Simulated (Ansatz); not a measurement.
# CdS under pressure

Theory: Ansatz 0.2.0, DFT PBE, scalar-relativistic, plane waves, PAW. (420 eV cutoff, 9×9×4 k-mesh, Gaussian smearing of 0.02 eV, no spin polarisation)

The relaxed crystal:

```xyz
4
Lattice="4.1970 0.0000 0.0000 -2.0985 3.6347 0.0000 0.0000 0.0000 6.8315" Properties=species:S:1:pos:R:3 pbc="T T T"
Cd    2.0985    1.2116    3.4175
Cd    0.0000    2.4231    0.0018
S     2.0985    1.2116    5.9894
S     0.0000    2.4231    2.5737
```

Cell and atoms are relaxed at each pressure within the symmetry of the start, at zero temperature, so transitions that lower the symmetry aren't seen. The k-mesh given is that at zero pressure and may differ at others. a, b and c are the lengths of the cell vectors above. The axial ratios are soft, so the single lengths don't run smoothly. ΔH is E + PV over the energy at zero pressure. Gaps are Kohn–Sham gaps over the whole zone.

```csv
P (GPa),V (Å³/atom),V/V0,a (Å),b (Å),c (Å),ΔH (eV/atom),gap (eV)
-1,26.56,1.019,4.224,4.224,6.875,-0.164,1.06
0,26.05,1.000,4.197,4.197,6.831,0.000,1.11
1,?,?,?,?,?,?,?
4,24.41,0.937,4.107,4.107,6.685,0.628,1.26
12,22.24,0.854,3.979,3.979,6.490,1.789,1.46
25,?,?,?,?,?,?,?
50,16.66,0.640,3.293,3.293,7.097,6.325,metal
90,12.64,0.485,2.525,2.525,9.157,9.567,metal
```

Q: What stands in the row for 1 GPa?

A: V 25.55 Å³/atom; V/V0 0.981; a 4.170 Å; b 4.170 Å; c 6.786 Å; ΔH 0.161 eV/atom; gap 1.16 eV.

Q: What stands in the row for 25 GPa?

A: V 19.95 Å³/atom; V/V0 0.766; a 3.740 Å; b 3.740 Å; c 6.587 Å; ΔH 3.496 eV/atom; gap 1.40 eV.